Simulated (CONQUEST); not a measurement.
Crystal: Sr.

```
Sr
1.0
     4.30253    0.00000    0.00000
     0.00000    4.30253    0.00000
     0.00000    0.00000    6.08470
Sr
2
Direct
  0.00000 0.00000 0.00000
  0.50000 0.50000 0.50000
```

| Property | Result |
| --- | --- |
| Program | CONQUEST 1.3 |
| Task | single point |
| Functional | PBE |
| Potentials or basis | PseudoDojo NC PBE, DZP, grid cutoff 120 Ha |
| k mesh | 6 × 6 × 5 |
| Occupations | fermi-dirac, width 0.05 eV |
| Spin | no spin polarisation |

On this cell: pressure -0.2 GPa; largest force zero by symmetry; band gap on the k mesh none (metal or under the smearing width).

The same run follows on a disturbed copy (atoms of the box moved at random, drawn with an rms of 0.05 Å):

```
Sr
1.0
     4.30253    0.00000    0.00000
     0.00000    4.30253    0.00000
     0.00000    0.00000    6.08470
Sr
2
Cartesian
  -0.0247 0.0004 0.0276
  2.1380 2.1869 3.0300
```

Task: What changes?

Result: The energy (extrapolated to zero smearing) moves by +1.1 meV/atom; pressure -0.2 GPa; largest force 0.080 eV/Å; band gap on the k mesh none (metal or under the smearing width).

Forces on the atoms (eV/Å):
```
Sr   0.016  0.034 -0.071
Sr  -0.014 -0.036  0.070
```

Caveats: the basis of atomic orbitals isn't converged, which shifts pressures, moduli and gaps; the box holds several primitive cells, so bands are folded and the points are those of the box's own zone (some runs); the real-space grid breaks the cell's symmetry a little (some runs).
